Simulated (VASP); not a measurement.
Wanted: the native input for a VASP 6.6.1 run.

```yaml
Task: relaxation of cell and atoms
Functional: r2SCAN
Potentials_or_basis: VASP PAW PBE potentials, release 64 (K_sv)
Cutoff: 600 eV
k_mesh: 12 × 12 × 12
Occupations: gaussian, width 0.1 eV
Spin: no spin polarisation
Further_INCAR_settings: ALGO = Normal; EDIFF = 1e-07; IBRION = 2; EDIFFG = -0.005; NSW = 90; ISIF = 3
```

The structure of K lies in POSCAR:

```
K
1.0
   -2.6180000000      2.6180000000      2.6180000000
    2.6180000000     -2.6180000000      2.6180000000
    2.6180000000      2.6180000000     -2.6180000000
K
1
Direct
    0.0000000000      0.0000000000      0.0000000000
```

The input as run:

INCAR

```
ALGO = Normal ; EDIFF = 1E-7
EDIFFG = -0.005 ; ENCUT = 600
IBRION = 2 ; ISIF = 3
ISMEAR = 0 ; LASPH = T
LCHARG = F ; LMIXTAU = T
LREAL = F ; LWAVE = F
METAGGA = R2SCAN ; NELM = 80
NSW = 90 ; PREC = Accurate
SIGMA = 0.1
```

KPOINTS

```
k-points
0
Gamma
  12 12 12
```

Potentials or basis: VASP PAW PBE potentials, release 64 (K_sv).

Run with:

```bash
$ cat potpaw_PBE.64/K_sv/POTCAR > POTCAR
$ mpirun -np 1 vasp_std > vasp.out
```

It gave:

```yaml
Relaxed_volume: 76.22 Å³/atom
Relaxed_cell: a = 4.626 Å, b = 4.626 Å, c = 4.626 Å, α = 109.47°, β = 109.47°, γ = 109.47°
Space_group_after_relaxing_to_0.05_Å: Im-3m (No. 229)
Energy_gained_by_relaxing: 3.4 meV/atom
Ionic_steps: 3
Pressure_after_relaxing: 0.0 GPa
Band_gap_on_the_k_mesh: none (metal or under the smearing width)
```

Caveat: the PAW data sets were made with another functional, which shifts forces and pressure a little.

It took 7.9 min on 1 thread of Intel(R) Xeon(R) Platinum 8488C (Sapphire Rapids) (shared host), peak memory 0.25 GiB.
